## A quarter of the volume lost without a kink

If a crystal shrank in strict proportion to the pressure, each added gigapascal would remove the same share of its original volume, until some change of structure broke the curve. Gallium phosphide is a fair test, since 40 GPa squeezes out almost a quarter of its volume. The table gives the volume per atom from density functional theory (PBE) and its change relative to the crystal at zero pressure. A negative pressure means that the crystal is stretched.

Zincblende GaP (2-atom cell), with cell and atoms relaxed at each pressure under fixed symmetry, calculated with Ansatz 0.2.0 (PBE, plane-wave PAW, scalar-relativistic, no spin polarisation, cutoff 420 eV, 8×8×8 k mesh, fixed occupations). Volume changes are relative to the zero-pressure crystal, with conventional a = 5.506 Å.

```csv
pressure (GPa),volume per atom (Å³),volume change (%)
-3,21.78,4.39
-1,21.14,1.34
1,20.60,-1.26
2,20.36,-2.43
4,19.91,-4.57
6,19.51,-6.49
7,19.33,-7.37
9,18.98,-9.03
16,17.97,-13.86
20,17.50,-16.13
30,16.52,-20.81
40,15.75,-24.50
```

At first sight there is a break: the volume change grows by 1.66 percentage points between 7 and 9 GPa and then by 4.83 points to the next row. But that next row lies 7 GPa further on, not 2. Per gigapascal the loss falls from 0.83 to 0.69 %, and it falls at all the other steps of the table too. No row leaves the curve; what fails is the idea of strict proportion.

The limit of small pressure shows where that idea holds. Between −1 and 1 GPa the bulk modulus, the pressure rise divided by the relative loss of volume, is 76.8 GPa. One gigapascal should therefore remove 1/76.8, or 1.3 %, as the row at 1 GPa shows; that row helped to set the value, so this is no test. Carried on to 40 GPa, the same rule would remove 52 %, about twice the calculated loss.

The crystal stiffens because its bonds get shorter. At the equilibrium length, the attraction from shared electrons balances a repulsion that comes from the kinetic energy of confined electrons and from the overlap of filled shells. On compression the repulsion pulls ahead of the attraction, and it does so ever faster as the bonds get shorter. Each further loss of the same volume therefore costs more pressure than the one before. This is the standard account of bonding; the outputs used here don't separate the two parts. Its result is plain, however: between 30 and 40 GPa the bulk modulus is 2.7 times its value around zero.

The stiffening is smooth in part because this structure has only one way to shrink. In zincblende, symmetry fixes the bond angles and the relative positions of the atoms, so only the edge of the cube can change. Every Ga–P bond shortens by the same fraction, from 2.42 Å in the stretched crystal to 2.17 Å at 40 GPa. Quartz behaves differently: its tetrahedra can tilt, which takes up volume while the bonds hardly shorten. A zincblende crystal with weaker bonds, such as indium antimonide, starts softer but is expected to follow the same kind of curve for as long as it keeps its structure.

A simple model puts this into numbers. Let x be the bond length at zero pressure divided by the compressed one, so that x³ = V₀/V, where V is the volume and V₀ its value at zero pressure. Take the energy as quadratic in the strain f = (x² − 1)/2, that is E = (9/2) B₀V₀f², with B₀ the bulk modulus at zero pressure. The pressure is the slope −dE/dV, which gives

p = 1.5 B₀ (x⁷ − x⁵).

This is the Birch–Murnaghan equation of second order. Stiffening is already in it, because the same loss of volume adds more to the strain f the further the crystal is already compressed.

For the last row, V₀/V = 20.87/15.75 = 1.325, so x⁷ is 1.93 and x⁵ is 1.60. With B₀ = 76.8 GPa the pressure becomes 1.5 × 76.8 × 0.33 ≈ 38 GPa, about 5 % below the 40 GPa applied. Only V₀ and the two rows around zero entered the estimate, so this row is a real test. The shortfall grows steadily with compression and never jumps, as the output after this text shows. It marks the limit of a purely quadratic energy, not a change in the crystal. That form fixes the rise of the bulk modulus at 4 GPa per GPa at zero pressure, while the steps nearest zero show a rise of 4.5 to 4.7, so the calculated crystal stiffens a little faster than the model from the start.

A different quantity in the same calculations does have kinks. The band gap rises to 1.65 eV at 2 GPa and then falls to 1.00 eV at 40 GPa, because the lowest empty state on the k mesh changes its place. In the stretched crystal it lies at the centre of the Brillouin zone, where the gap widens under pressure. At 1 GPa it is at the point L, and from 2 GPa on it lies at or near X, where the gap narrows. (PBE makes band gaps too small, and in real gallium phosphide the lowest empty state lies near X already at zero pressure, so the real crystal is not expected to show these kinks under compression.) The volume doesn't respond, since no electron occupies that state. This is the other part of the smoothness: the gap stays open in every row, so the same bands stay filled and the fixed occupations of the calculation remain valid. To break the volume curve, the state of the bonding electrons or the arrangement of the atoms must change abruptly. Cerium metal shows the first case: its volume collapses under pressure although the atoms keep the same cubic arrangement, because its 4f electrons change their part in the bonding.

In a real sample the arrangement does change. Experiments find that gallium phosphide leaves zincblende for a denser, metallic structure a little above 20 GPa, with a volume drop of very roughly 15 %. Between the rows at 20 and 30 GPa the calculated crystal loses only 5.6 %, so such a drop would stand out at once. It is absent because the calculation keeps the zincblende symmetry and no denser structure was computed for comparison. For the same reason the rows don't show whether compressed zincblende is even stable against distortion.

For practical use, the last two rows therefore describe compressed zincblende, probably not the material found in a press at those pressures. At lower pressure the curve can serve as an equation of state, with the reservation that PBE usually makes such crystals slightly too large and too soft.

Printed output of the fit:

```
Steps from the row above:
  row  pressure step GPa  change of volume change in points  volume loss in % of reference per GPa  stiffness GPa  rise of stiffness per GPa
   -1                  2                              -3.05                                  1.525          67.46                        n/a
    1                  2                               -2.6                                    1.3           76.8                      4.673
    2                  1                              -1.17                                   1.17          83.57                      4.526
    4                  2                              -2.14                                   1.07          90.01                      4.304
    6                  2                              -1.92                                   0.96          98.52                      4.262
    7                  1                              -0.88                                   0.88          104.7                      4.147
    9                  2                              -1.66                                   0.83          110.9                      4.092
   16                  7                              -4.83                                   0.69          128.1                      3.842
   20                  4                              -2.27                                 0.5675          149.5                      3.885
   30                 10                              -4.68                                  0.468          174.5                      3.564
   40                 10                              -3.69                                  0.369          209.8                      3.531
Estimate, bond and gap:
  row  estimated pressure GPa  estimate less calculated GPa  miss in %  Ga-P bond in angstrom  gap on mesh eV
   -3                  -3.028                      -0.03556      1.188                  2.419           1.232
   -1                 -0.9944                      -0.00329     0.3319                  2.395            1.47
    1                  0.9994                     -0.005042     -0.502                  2.374            1.62
    2                   1.982                      -0.01539    -0.7701                  2.365           1.651
    4                   3.946                      -0.05116      -1.28                  2.347           1.616
    6                   5.888                       -0.1044     -1.741                  2.332           1.575
    7                   6.855                       -0.1358     -1.943                  2.324           1.554
    9                   8.784                       -0.2092     -2.326                   2.31           1.512
   16                   15.45                       -0.5358     -3.352                  2.269           1.377
   20                   19.22                       -0.7603     -3.805                  2.248           1.307
   30                   28.61                        -1.389     -4.631                  2.206           1.147
   40                   37.92                        -2.082     -5.205                  2.171           1.004
Reference volume at zero pressure, A^3 an atom: 20.87
Stiffness between -1 and 1 GPa, in GPa: 76.8
Stiffness of last step over that around zero, ratio: 2.732
Volume loss per GPa, first step over last step, ratio: 4.133
Bond shortening from -3 to 40 GPa, in %: 10.24
Volume loss from 20 to 30 GPa, in % of the volume at 20 GPa: 5.58
Largest deviation of final pressure from target, in GPa: 0.01777
Number of steps at which the stiffness fails to rise: 0
```
